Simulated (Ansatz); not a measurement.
# MoS2 in Ansatz: relaxation of cell and atoms with r2SCAN+rVV10

Aim: the relaxation of cell and atoms of MoS2 with r2SCAN+rVV10.

All numbers are computed with Ansatz 0.2.0; they aren't measurements. Logs are shortened: lines on timing, memory, paths and dates and some standing lists are left out, and cuts for length are marked.

### Step 1. Starting point

The cell holds a slab with vacuum, 6 atoms: a = 3.185 Å, b = 3.185 Å, c = 21.671 Å, α = 90.00°, β = 90.00°, γ = 120.00°.

### Step 2. Relaxation of cell and atoms, r2SCAN+rVV10

input.yaml

```yaml
crystal:
  lattice:
    - [3.184541456, 0.0, 0.0]
    - [-1.592270728, 2.7578938003, 0.0]
    - [0.0, 0.0, 21.67053472]
  atoms:
    - { symbol: Mo, position: [0.3333333333, 0.6666666667, 0.85116023] }
    - { symbol: Mo, position: [0.6666666667, 0.3333333333, 0.14883977] }
    - { symbol: S, position: [0.6666666667, 0.3333333333, 0.77962539] }
    - { symbol: S, position: [0.3333333333, 0.6666666667, 0.077251] }
    - { symbol: S, position: [0.6666666667, 0.3333333333, 0.922749] }
    - { symbol: S, position: [0.3333333333, 0.6666666667, 0.22037461] }
hamiltonian:
  xc: r2scan
  pseudopotentials: { kind: paw }
  dispersion: rvv10
kpoints:
  mp_grid: { grid: [10, 10, 2] }
scf:
  occupations: { method: fermi_dirac, width: 0.05 }
output:
  forces: true
  stress: true
  write_density: true
  write_potential: true
  elf: true
  volumetric_format: npy
relax:
  f_tol: 0.01
  max_steps: 40
  cell: { stress_tol: 0.05 }
```

Potentials or basis: Ansatz PAW.

The run is started by

```bash
ansatz run input.yaml --threads 2 --pin off --max-ram 5120MiB --backend cpu --events-out ev --progress --plain --runs-dir out
```

Log:

```text
Warning: RAYON_NUM_THREADS=2 ignored (pool sized by the plan → 2); use --threads N
Engine: ansatz 0.2.0, x86_64-unknown-linux-gnu
Pseudopotentials: kind: paw
Pseudopotential: Mo, paw, valence charge 14, recommended cutoff 500 eV (meta_gga), Mo.paw.azcp
Pseudopotential: S, paw, valence charge 6, recommended cutoff 500 eV (meta_gga), S.paw.azcp
Functional definition: r2SCAN+rVV10
  parameter k0 = 0.174
  parameter k1 = 0.065
  parameter a1 = 4.9479
  exchange = r2scan_x(k0 = k0, k1 = k1, a1 = a1)
  correlation = r2scan_c + rvv10(11.95, 0.0093)
Crystal: 6 atoms, lattice volume = 190.324 Å³
Basis set: ecut = 500 eV, 4813 PW (Γ), exchange–correlation on 108×108×720 points (64 copies of the dense FFT grid, shifted against one another)
Bands: 32, of which v1, the nominal top of the filled ones, is band 26 counted from 1 (25 counted from 0)
Symmetry: 12 space group operations
Space group: P-3m1 (ITA 164), of the structure as read, at distance tolerance 5.8e-5 Å
k-points: 28 of 200
Non-local potential: Mo, projectors of the file, l = 0: 3, l = 1: 2, l = 2: 2, l = 3: 1
Non-local potential: S, projectors of the file, l = 0: 2, l = 1: 2, l = 2: 2
PAW form: soft (Blöchl's): semilocal exchange-correlation on the pseudo side does not see the compensation charge
rVV10 density: all electrons in the spheres
PAW frozen core: Mo, regenerated for the run's functional (the file was generated under x = pbe(κ = 0.804, μ = 0.2195149727645171), c = pbe(β = 0.06672455060314922))
PAW frozen core: S, regenerated for the run's functional (the file was generated under x = pbe(κ = 0.804, μ = 0.2195149727645171), c = pbe(β = 0.06672455060314922))
PAW one-centre angular grid: Mo, 590 points (default); XC on 160 Gauss nodes
PAW one-centre angular grid: S, 302 points (default); XC on 160 Gauss nodes
Initial density: superposition of atomic densities (neutral atoms: chi_scale 0, normalization atom), corrected by the library's trained network
Initial wavefunctions: pseudopotential atomic-orbital guess
Functional: x = r2scan, c = r2scan + rvv10(b = 11.95, C = 0.0093); τ floored in thin density (d = 2e-4 eV/Å³)
SCF iter   1: F=—  HF=-13558.902132 eV  |F-HF|=—  |Δ(HF+E_count)|=         —  Δρ=7.66e-3  dr2=1.62e-1  dr2_τ=1.02e-1  ethr=1.77e-3  ⟨swp⟩=8.7  Hψ=4689  notcnv=0
preconditioner: auto → none  [insulator: Δε(μ)=1.509 eV  Ē_g=8.203 eV  σ=0.050 eV  W_gap=1.00  n_scr=14 (ndim 8)  ℏωp=16.1 eV  f_vac=0.413  D(μ)=0.00/eV (n_scr^D=0)  ε∞_Penn≈4.9]
SCF iter   2: F=—  HF=-13559.094861 eV  |F-HF|=—  |Δ(HF+E_count)|=   1.93e-1  Δρ=1.03e-2  dr2=1.05e0  dr2_τ=3.31e-2  ethr=3.12e-4  ⟨swp⟩=4.2  Hψ=2382  notcnv=0  defer=10  recentre
SCF iter   3: F=—  HF=-13558.979588 eV  |F-HF|=—  |Δ(HF+E_count)|=   1.15e-1  Δρ=4.91e-3  dr2=7.55e-2  dr2_τ=1.20e-3  ethr=3.12e-4  ⟨swp⟩=5.0  Hψ=2400  notcnv=0  defer=2
SCF iter   4: F=—  HF=-13558.979188 eV  |F-HF|=—  |Δ(HF+E_count)|=   4.00e-4  Δρ=3.09e-3  dr2=1.65e-2  dr2_τ=9.92e-4  ethr=1.45e-4  ⟨swp⟩=2.4  Hψ=1310  notcnv=0  defer=2
SCF iter   5: F=—  HF=-13558.982037 eV  |F-HF|=—  |Δ(HF+E_count)|=   2.85e-3  Δρ=9.19e-4  dr2=7.78e-4  dr2_τ=8.90e-5  ethr=3.18e-5  ⟨swp⟩=2.6  Hψ=1645  notcnv=0  defer=2
SCF iter   6: F=—  HF=-13558.982514 eV  |F-HF|=—  |Δ(HF+E_count)|=   4.76e-4  Δρ=4.47e-4  dr2=2.26e-4  dr2_τ=2.64e-5  ethr=1.50e-6  ⟨swp⟩=3.3  Hψ=1957  notcnv=0  defer=2
SCF iter   7: F=—  HF=-13558.982753 eV  |F-HF|=—  |Δ(HF+E_count)|=   2.39e-4  Δρ=1.64e-4  dr2=4.95e-5  dr2_τ=2.10e-6  ethr=4.35e-7  ⟨swp⟩=2.6  Hψ=1369  notcnv=0  defer=2
SCF iter   8: F=—  HF=-13558.982830 eV  |F-HF|=—  |Δ(HF+E_count)|=   7.67e-5  Δρ=3.82e-5  dr2=2.54e-6  dr2_τ=1.56e-7  ethr=9.53e-8  ⟨swp⟩=2.5  Hψ=1506  notcnv=0  defer=2
SCF iter   9: F=—  HF=-13558.982832 eV  |F-HF|=—  |Δ(HF+E_count)|=   2.42e-6  Δρ=1.61e-5  dr2=6.79e-7  dr2_τ=3.45e-8  ethr=4.88e-9  ⟨swp⟩=2.4  Hψ=1726  notcnv=0  defer=2
SCF iter  10: F=-13558.982833 eV  HF=-13558.982833 eV  |F-HF|=1.82e-9  |Δ(HF+E_count)|=   2.83e-7  Δρ=3.99e-6  dr2=4.11e-8  dr2_τ=1.76e-9  ethr=1.92e-10  ⟨swp⟩=9.4  Hψ=7721  notcnv=0
SCF 1 converged in 10 iterations: F = -13558.982833 eV  dr2 = 4.11e-8
  Residual-converged pass: ⟨swp⟩=1.0  Hψ=1010  notcnv=0  max |occ|·‖R‖ = 7.1e-9 eV (tolerance 1.0e-8 eV)  dr2=4.11e-8  dr2_τ=1.76e-9  dr2_onsite=4.87e-10  max |Δocc| = 5.1e-19
relax step   1: F+E_penalty+E_count = -13558.98283252 eV  Δ(F+E_penalty+E_count) = +0.000e0 eV  max|allowed force component| = 7.037e-2 eV/Å  Δτ_max = 0.0000 Å  P = -0.448 GPa  Ω = 190.324 Å³  (10 SCF iters, dr2 threshold 1.00e-7 eV, accepted)
Crystal: 6 atoms, lattice volume = 184.129 Å³
[... 72 lines left out ...]
SCF iter   2: F=—  HF=-13558.994440 eV  |F-HF|=—  |Δ(HF+E_count)|=   6.20e-5  Δρ=2.16e-5  dr2=5.62e-7  dr2_τ=1.54e-7  ethr=1.01e-9  ⟨swp⟩=2.2  Hψ=1646  notcnv=0
SCF iter   3: F=—  HF=-13558.994443 eV  |F-HF|=—  |Δ(HF+E_count)|=   2.58e-6  Δρ=2.03e-5  dr2=6.07e-6  dr2_τ=9.59e-8  ethr=1.01e-9  ⟨swp⟩=3.2  Hψ=1762  notcnv=0  recentre
SCF iter   4: F=—  HF=-13558.994443 eV  |F-HF|=—  |Δ(HF+E_count)|=   1.55e-7  Δρ=2.35e-6  dr2=7.71e-9  dr2_τ=1.36e-9  ethr=1.01e-9  ⟨swp⟩=2.8  Hψ=1651  notcnv=0
SCF iter   5: F=—  HF=-13558.994443 eV  |F-HF|=—  |Δ(HF+E_count)|=   5.97e-9  Δρ=1.50e-6  dr2=7.62e-9  dr2_τ=6.91e-10  ethr=1.48e-11  ⟨swp⟩=3.1  Hψ=1911  notcnv=0
SCF iter   6: F=—  HF=-13558.994443 eV  |F-HF|=—  |Δ(HF+E_count)|=  5.49e-10  Δρ=6.38e-7  dr2=4.17e-10  dr2_τ=8.13e-11  ethr=1.47e-11  ⟨swp⟩=2.0  Hψ=1118  notcnv=0
SCF iter   7: F=—  HF=-13558.994443 eV  |F-HF|=—  |Δ(HF+E_count)|=  3.09e-10  Δρ=1.72e-7  dr2=6.74e-11  dr2_τ=1.12e-11  ethr=1.00e-12  ⟨swp⟩=2.6  Hψ=1745  notcnv=0
SCF iter   8: F=-13558.994443 eV  HF=-13558.994443 eV  |F-HF|=7.28e-12  |Δ(HF+E_count)|=  8.00e-11  Δρ=6.87e-8  dr2=5.35e-12  dr2_τ=1.13e-12  ethr=1.00e-12  ⟨swp⟩=7.9  Hψ=5030  notcnv=0
SCF 6 converged in 8 iterations: F = -13558.994443 eV  dr2 = 5.35e-12
relax step   6: F+E_penalty+E_count = -13558.99444281 eV  Δ(F+E_penalty+E_count) = +6.423e-4 eV  max|allowed force component| = 2.264e-3 eV/Å  Δτ_max = 0.0000 Å  P = +0.000 GPa  Ω = 185.511 Å³  stress off target by 4.46e-3 GPa  SCF on the basis re-selected at this cell (its energy is not comparable with the rows above)  (8 SCF iters)
basis re-selected at this cell: Δ(F+E_penalty+E_count) = +6.423e-4 eV, ΔP = -0.001 GPa vs the last step (what re-selecting the basis moved, of the pressure what is left beyond the Pulay correction that the steps carried, after the strain that the cell walked since its last selection, with what the two solves' SCF thresholds leave and, on support functions, any second-order correction that the steps lacked; it is no measure of the basis error at this ecutwfc). This SCF's stress stands 4.46e-3 GPa from its target on what of the cell is left free (relax.cell.stress_tol is 5.00e-2 GPa) and its largest allowed force component is 2.26e-3 eV/Å (relax.f_tol is 1.00e-2 eV/Å): within both
WARN: The output density's exchange-correlation potential varies sharply where the density is thin. Do not read a vacuum level from v_tot or v_xc, or from such a field of the output density. On a cell that repeats whose density bears no net charge and no dipole along the vacuum's axis use v_es (v_loc + v_h of the components); under efield.dipole_correction with no amplitude use v_es + v_field, which holds any external_charges[].barrier, or the levels of the report's work_function block, which leave it out; under a non-zero efield.amplitude the vacuum is tilted and has no level; on a cell that repeats and bears such a dipole with no correction it is tilted too, and efield.dipole_correction with no amplitude gives each side of its ramp a level where efield: is served; in a cell that repeats whose density bears a net charge (total_charge, or a fill off its count) it is curved and has none; of a slab under crystal.periodic whose density bears no net charge use v_es, which has a level on each side, short of where the two are joined; of another it falls or rises all the way out and has none; of a slab beside external_charges read slab_vacuum_level instead, which it has where they leave it neutral. The grid or the basis barely resolves most such structure, and the values can differ between equally converged runs; as a rule a tighter scf.convergence.dr2_threshold does not remove it. Where the density itself ripples (under the LDA too) a higher basis.ecutwfc lessens it. The files hold the spikes' plane waves up to the density's cutoff. Files: v_tot_of_output_density and the like, and their columns of v_z.tsv (output.write_potential); v_xc_of_output_density and the like, and their columns of v_comp_z.tsv (output.write_potential_components). Measured: with its Gaussian average of σ = 0.25 Å subtracted twice, the exchange-correlation potential is over 0.1 eV at 3481 of the grid points where the equally averaged density (valence and model cores) is under 1e-3 e/Å³, and 1.47 eV at the most among them, at an averaged density of 7.8e-8 e/Å³. The input density's (outcome.potential() and, of a run that writes arrays, v_tot and v_xc) is over 0.1 eV, so measured, at 3459 points of its own thin density, 1.70 eV at the most. See output.write_potential in the manual, Limitations
SCF converged after 8 iterations
Free energy (F): -13558.994443 eV
Harris-Foulkes:  -13558.994443 eV  (|F-HF|=7.28e-12)
Internal energy: -13558.994443 eV  (E = F + TS)
E sigma→0 (E₀):  -13558.994443 eV
Entropy (-TS):   -0.000000 eV (-0.000 meV/atom)
Fermi energy:    4.341958 eV
--- Per-component energies (eV) ---
  E_band       = -708.529470
  E_kinetic    = 1308.762918
  E_local      = -24758.218368  (includes V_loc(G=0)·N_el)
  E_nonlocal   = 396.608167
  E_hartree    = 11745.931529
  E_xc         = -719.658686
  E_vxc        = -891.089782  (∫ρ·V_xc dr)
  E_paw        = -8871.557280  (= ΣΔE_a)
  E_vpaw       = -308.165706  (= ΣTr[D̂ρ^β])
  E_aug_tail   = 0.000014  (compensation charges beyond the density's cutoff)
  E_vtau       = 51.710049  (kinetic-family band-sum trace: ∫τ·v_τ [+ j·A + Jᵃ·Aᵃ] dr)
  E_ewald      = 7340.018737
  E_core_change = -0.881474  (= ΣΔE_core)
  E_smearing   = -0.000000  (= −TS)
  E_closure    = 0.000000  (closes the sum)
  Σ components = -13558.994443   (vs F -13558.994443, Δ=0.00e0)
--- Forces (eV/Å), atoms counted from 1 ---
  atom   1  Mo     0.00000000    -0.00000000    -0.00123033
  atom   2  Mo     0.00000000     0.00000000     0.00123033
  atom   3  S     -0.00000000    -0.00000000    -0.00226404
  atom   4  S     -0.00000000     0.00000000    -0.00091792
  atom   5  S     -0.00000000    -0.00000000     0.00091792
  atom   6  S      0.00000000     0.00000000     0.00226404
  max |Σ_I F_I| component: 1.62e-17 eV/Å
--- Stress (GPa, compression-positive) ---
        0.002583       0.000000       0.000000
        0.000000       0.002583      -0.000000
        0.000000      -0.000000      -0.004463
  P = ⅓ Tr σ = 0.0002 GPa (0.002 kbar)
--- Band table (eV; the first three rows and the last of 28) ---
  k-point 0: bands = ["-59.5950", "-59.5950", "-33.0014", "-33.0013", "-32.7784", "-32.7784", "-32.7784", "-32.7784", "-11.6811", "-11.5629", "-10.3072", "-10.1150", "-2.9553", "-2.4643", "0.4182", "0.4182", "0.4241", "0.4241", "0.8081", "1.5736", "1.5736", "1.5936", "1.5936", "1.8289", "3.0517", "3.6857", "6.1726", "6.1726", "6.1871", "6.1871", "6.4001", "6.4001"]
  k-point 1: bands = ["-59.5950", "-59.5950", "-33.0014", "-33.0013", "-32.7784", "-32.7784", "-32.7784", "-32.7784", "-11.6811", "-11.5629", "-10.3072", "-10.1150", "-2.9553", "-2.4643", "0.4182", "0.4182", "0.4241", "0.4241", "0.8081", "1.5736", "1.5736", "1.5936", "1.5936", "1.8289", "3.0517", "3.6857", "6.1726", "6.1726", "6.1871", "6.1871", "6.4001", "6.4001"]
  k-point 2: bands = ["-59.5909", "-59.5909", "-32.9932", "-32.9932", "-32.8188", "-32.8188", "-32.7875", "-32.7875", "-11.5253", "-11.4081", "-10.2411", "-10.0575", "-2.7832", "-2.2947", "0.0878", "0.0993", "0.3685", "0.5763", "0.5857", "0.8759", "1.3332", "1.3561", "1.8198", "2.2457", "3.0070", "3.4825", "6.0252", "6.0473", "6.0553", "6.1593", "6.2110", "6.3031"]
  k-point 27: bands = ["-59.5473", "-59.5473", "-33.1054", "-33.1054", "-33.0140", "-33.0140", "-32.9063", "-32.9063", "-9.4212", "-9.3957", "-9.3235", "-9.3051", "-2.4349", "-2.3645", "-1.9162", "-1.8423", "-0.8337", "-0.7868", "-0.5483", "-0.3972", "-0.0121", "0.1941", "0.9775", "1.1512", "3.0240", "3.0923", "5.1218", "5.1538", "6.2652", "6.7294", "6.7948", "6.9119"]
--- Relaxed structure (5 steps of the walk, 4 accepted, 1 SCFs on fresh bases) ---
  F+E_penalty+E_count = -13558.99444281 eV   max|allowed force component| = 2.264e-3 eV/Å   (the final SCF, on the basis selected at the relaxed cell)
  cell:  # Å, volume = 185.5109 Å³
    - [3.1725182098863627, 0.0, 0.0]
    - [-1.5862591049431813, 2.747481363730322, -4.924763670697702e-34]
    - [0.0, -3.8697016579110786e-33, 21.28288846505219]
  atoms:
    - { symbol: Mo, position: [0.33333333333333326, 0.6666666666666665, 0.8536482758882187] }
    - { symbol: Mo, position: [0.6666666666666665, 0.33333333333333326, 0.14635172411178132] }
    - { symbol: S, position: [0.6666666666666665, 0.33333333333333326, 0.7805716028006987] }
    - { symbol: S, position: [0.33333333333333326, 0.6666666666666665, 0.0732397060816291] }
    - { symbol: S, position: [0.6666666666666665, 0.33333333333333326, 0.9267602939183708] }
    - { symbol: S, position: [0.33333333333333326, 0.6666666666666665, 0.21942839719930143] }
```

Run time: 86 s. Hardware: 2 threads of AMD EPYC 7B13 (Zen 3), shared host; peak memory 1.2 GiB.

What came out:

- Free energy: -13558.9944 eV
- Relaxed volume: 30.92 Å³/atom
- Relaxed cell: a = 3.173 Å, b = 3.173 Å, c = 21.283 Å, α = 90.00°, β = 90.00°, γ = 120.00°
- Space group after relaxing (to 0.05 Å): P-3m1 (No. 164)
- Energy gained by relaxing: 1.9 meV/atom
- Ionic steps: 5
- Band gap on the k mesh: 1.44 eV, indirect (least direct gap 2.03 eV)

Forces in eV/Å, atoms in the order of the input:
```
Mo   0.000  0.000 -0.001
Mo   0.000  0.000  0.001
S    0.000  0.000 -0.002
S    0.000  0.000 -0.001
S    0.000  0.000  0.001
S    0.000  0.000  0.002
```

The path:
| step | energy change (eV) | largest force (eV/Å) | volume (Å³) |
| --- | --- | --- | --- |
| 1 | 0.0000 | 0.0704 | 190.32 |
| 2 | -0.0105 | 0.0243 | 188.02 |
| 3 | -0.0117 | 0.0694 | 185.92 |
| 4 | -0.0123 | 0.0020 | 185.51 |
| 5 | -0.0116 | 0.0023 | 185.51 |

Final structure:
```
Mo S
1.0
     3.17252    0.00000    0.00000
    -1.58626    2.74748    0.00000
     0.00000    0.00000   21.28289
Mo S
2 4
Direct
  0.33333 0.66667 0.85365
  0.66667 0.33333 0.14635
  0.66667 0.33333 0.78057
  0.33333 0.66667 0.07324
  0.66667 0.33333 0.92676
  0.33333 0.66667 0.21943
```

Caveat: the plane-wave basis is chosen anew once the cell has moved, so the energies of steps on either side of that aren't comparable; the PAW data sets come from PBE, with cores solved anew for the run's functional, which leaves a small shift of forces and pressure.
